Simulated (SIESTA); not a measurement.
# Sb (I4/mmm) in SIESTA: further runs, part 2 of 2

SIESTA 5.4.2.

### 4 Single point, LDA, 25.88 Å³/atom

File Sb.fdf:

```
SystemName                      Sb
SystemLabel                     Sb
NumberOfSpecies                 1
NumberOfAtoms                   1
%block ChemicalSpeciesLabel
  1  51 Sb
%endblock ChemicalSpeciesLabel

LatticeConstant                 1.0 Ang
%block LatticeVectors
    -1.5552329741     1.5552329741     2.6752861216
     1.5552329741    -1.5552329741     2.6752861216
     1.5552329741     1.5552329741    -2.6752861216
%endblock LatticeVectors
AtomicCoordinatesFormat         Fractional
%block AtomicCoordinatesAndAtomicSpecies
     0.0000000000     0.0000000000     0.0000000000  1  Sb
%endblock AtomicCoordinatesAndAtomicSpecies

%block kgrid.MonkhorstPack
   12   0   0  0.0
    0  12   0  0.0
    0   0  12  0.0
%endblock kgrid.MonkhorstPack
XC.Functional                   LDA
XC.Authors                      PW92
PAO.BasisSize                   DZP
PAO.EnergyShift                 0.003 Ry
Mesh.Cutoff                     500 Ry
OccupationFunction              FD
ElectronicTemperature           0.05 eV
MaxSCFIterations                120
SCF.MustConverge                false
SCF.Mixer.Method                Pulay
SCF.Mixer.Weight                0.25
SCF.Mixer.History               8
SCF.DM.Tolerance                5.0e-05
SCF.H.Tolerance                 1.0e-03 eV
WriteForces                     true
Charge.Mulliken                 end
%block PAO.Basis
  Sb 4
  n=5 0 2
    5.972 0.000
  n=5 1 2
    7.827 0.000
  n=4 2 2
    3.490 0.000
  n=5 2 1
    7.827
%endblock PAO.Basis
```

The run is started by

```console
$ siesta < Sb.fdf > Sb.out 2>&1
```

Run time: 16 s. Hardware: 1 thread of Arm Neoverse V2, shared host; peak memory 0.19 GiB.

Results (log left out):

```yaml
Free_energy: -2468.5152 eV
Pressure: 2.4 GPa
Band_gap_on_the_k_mesh: none (metal or under the smearing width)
```

Caveat: the basis of atomic orbitals isn't converged, which shifts pressures, moduli and gaps.

### 5 Single point, LDA, 26.42 Å³/atom

Edit Sb.fdf of step 4 so:

```diff
@@ -10,5 +10,5 @@
 %block LatticeVectors
-    -1.5552329741     1.5552329741     2.6752861216
-     1.5552329741    -1.5552329741     2.6752861216
-     1.5552329741     1.5552329741    -2.6752861216
+    -1.5659590577     1.5659590577     2.6937369538
+     1.5659590577    -1.5659590577     2.6937369538
+     1.5659590577     1.5659590577    -2.6937369538
 %endblock LatticeVectors
```

The run is started by

```console
$ siesta < Sb.fdf > Sb.out 2>&1
```

It took 16 s on 1 thread of Arm Neoverse V2, shared host; peak memory 0.19 GiB.

The run converged. Its results:

| Quantity | Value |
| --- | --- |
| Free energy | -2468.5204 eV |
| Pressure | 0.8 GPa |
| Band gap on the k mesh | none (metal or under the smearing width) |

Caveat: the basis of atomic orbitals isn't converged, which shifts pressures, moduli and gaps.

### 6 Single point, LDA, 26.96 Å³/atom

Edit Sb.fdf of step 5 so:

```diff
@@ -10,5 +10,5 @@
 %block LatticeVectors
-    -1.5659590577     1.5659590577     2.6937369538
-     1.5659590577    -1.5659590577     2.6937369538
-     1.5659590577     1.5659590577    -2.6937369538
+    -1.5765401831     1.5765401831     2.7119384313
+     1.5765401831    -1.5765401831     2.7119384313
+     1.5765401831     1.5765401831    -2.7119384313
 %endblock LatticeVectors
```

Potentials or basis: PseudoDojo 0.4 standard (LDA files), DZP (energy shift 0.003 Ry; two zetas on semicore shells).

The run is started by

```console
$ siesta < Sb.fdf > Sb.out 2>&1
```

It took 15 s on 1 thread of Arm Neoverse V2, shared host; peak memory 0.19 GiB.

Results (log left out):

```yaml
Free_energy: -2468.5207 eV
Pressure: -0.6 GPa
Band_gap_on_the_k_mesh: none (metal or under the smearing width)
```

Caveat: the basis of atomic orbitals isn't converged, which shifts pressures, moduli and gaps.

### 7 Single point, LDA, 27.50 Å³/atom

Edit Sb.fdf of step 6 so:

```diff
@@ -10,5 +10,5 @@
 %block LatticeVectors
-    -1.5765401831     1.5765401831     2.7119384313
-     1.5765401831    -1.5765401831     2.7119384313
-     1.5765401831     1.5765401831    -2.7119384313
+    -1.5869811508     1.5869811508     2.7298988119
+     1.5869811508    -1.5869811508     2.7298988119
+     1.5869811508     1.5869811508    -2.7298988119
 %endblock LatticeVectors
```

The run is started by

```console
$ siesta < Sb.fdf > Sb.out 2>&1
```

It took 16 s on 1 thread of Arm Neoverse V2, shared host; peak memory 0.19 GiB.

Results (log left out):

| Item | Value |
| --- | --- |
| Free energy | -2468.5164 eV |
| Pressure | -1.9 GPa |
| Band gap on the k mesh | none (metal or under the smearing width) |

Caveat: the basis of atomic orbitals isn't converged, which shifts pressures, moduli and gaps.

### 8 Single point, LDA, 28.04 Å³/atom

Edit Sb.fdf of step 7 so:

```diff
@@ -10,5 +10,5 @@
 %block LatticeVectors
-    -1.5869811508     1.5869811508     2.7298988119
-     1.5869811508    -1.5869811508     2.7298988119
-     1.5869811508     1.5869811508    -2.7298988119
+    -1.5972865120     1.5972865120     2.7476259243
+     1.5972865120    -1.5972865120     2.7476259243
+     1.5972865120     1.5972865120    -2.7476259243
 %endblock LatticeVectors
```

The run is started by

```console
$ siesta Sb.fdf > Sb.out 2>&1
```

Run time: 16 s. Hardware: 1 thread of Arm Neoverse V2, shared host; peak memory 0.19 GiB.

The run converged. Its results:

```
Free energy            : -2468.5083 eV
Pressure               : -3.0 GPa
Band gap on the k mesh : none (metal or under the smearing width)
```

Caveat: the basis of atomic orbitals isn't converged, which shifts pressures, moduli and gaps.

### 9 Single point, LDA, 28.58 Å³/atom

Edit Sb.fdf of step 8 so:

```diff
@@ -10,5 +10,5 @@
 %block LatticeVectors
-    -1.5972865120     1.5972865120     2.7476259243
-     1.5972865120    -1.5972865120     2.7476259243
-     1.5972865120     1.5972865120    -2.7476259243
+    -1.6074605858     1.6074605858     2.7651271982
+     1.6074605858    -1.6074605858     2.7651271982
+     1.6074605858     1.6074605858    -2.7651271982
 %endblock LatticeVectors
```

Potentials or basis: PseudoDojo 0.4 standard (LDA files), DZP (energy shift 0.003 Ry; two zetas on semicore shells).

The run is started by

```console
$ siesta Sb.fdf > Sb.out 2>&1
```

Wall time 15 s (1 thread of Arm Neoverse V2, shared host); peak memory 0.19 GiB.

Results (log left out):

```
Free energy            : -2468.4964 eV
Pressure               : -4.0 GPa
Band gap on the k mesh : none (metal or under the smearing width)
```

Caveat: the basis of atomic orbitals isn't converged, which shifts pressures, moduli and gaps.

### 10 Equation of state, LDA

Potentials or basis: PseudoDojo 0.4 standard (LDA files), DZP (energy shift 0.003 Ry; two zetas on semicore shells).

No new run: the results of the series are fitted here.

Results:

```
Equilibrium volume                        : 26.72 Å³/atom
Bulk modulus at fixed shape and positions : 69 GPa
Pressure derivative of the bulk modulus   : 4.3
```

Energy against volume, from the lowest point:
| volume (Å³/atom) | energy (meV/atom) |
| --- | --- |
| 25.344 | 16.20 |
| 25.883 | 5.45 |
| 26.423 | 0.28 |
| 26.962 | 0.00 |
| 27.501 | 4.22 |
| 28.040 | 12.40 |
| 28.580 | 24.22 |

Caveat: the cell was scaled at fixed shape and fractional positions, which overstates the stiffness of a crystal with free parameters, most of all of layers and chains; the basis of atomic orbitals isn't converged, which shifts pressures, moduli and gaps. The run has no spin-orbit coupling, so splittings on Sb are missing.
